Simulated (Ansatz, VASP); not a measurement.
RbBr: VASP beside Ansatz

```xyz
16
Lattice="0.0000 0.0000 -8.2522 0.0000 -8.2522 0.0000 -8.2522 0.0000 0.0000" Properties=species:S:1:pos:R:3 pbc="T T T"
Rb   -4.1261   -4.1261   -4.1261
Rb   -4.1261   -4.1261    0.0000
Rb   -4.1261    0.0000   -4.1261
Rb   -4.1261    0.0000    0.0000
Rb    0.0000   -4.1261   -4.1261
Rb    0.0000   -4.1261    0.0000
Rb    0.0000    0.0000   -4.1261
Rb    0.0000    0.0000    0.0000
Br   -2.0630   -2.0630   -2.0630
Br   -2.0630   -2.0630   -6.1891
Br   -2.0630   -6.1891   -2.0630
Br   -2.0630   -6.1891   -6.1891
Br   -6.1891   -2.0630   -2.0630
Br   -6.1891   -2.0630   -6.1891
Br   -6.1891   -6.1891   -2.0630
Br   -6.1891   -6.1891   -6.1891
```

Alike in both runs: task single point; functional PBE; k mesh 1 × 1 × 1; occupations gaussian, width 0.1 eV; no spin polarisation.

|  | VASP | Ansatz |
| --- | --- | --- |
| version | VASP 6.6.1 | Ansatz 0.2.0 |
| potentials or method | VASP PAW PBE potentials, release 64 (Rb_sv, Br) | scalar-relativistic, plane waves, PAW |
| plane-wave cutoff (eV) | 520 | 420 |
| valence electrons in the cell | 128 | 128 |

Ansatz gave:

| Property | Result |
| --- | --- |
| gap on the k mesh at the Fermi level (eV) | 4.00 |
| least direct gap on the mesh (eV) | 4.00 |
| pressure (GPa) | 1.9 |

Estimate VASP's values.

gap on the k mesh at the Fermi level (eV): 3.99; least direct gap on the mesh (eV): 3.99; pressure (GPa): 1.9.

Caveats: the k mesh is coarse (spacing up to 0.76 Å⁻¹), so the values aren't converged; an odd mesh through Γ misses points on the zone boundary, where band edges often lie.
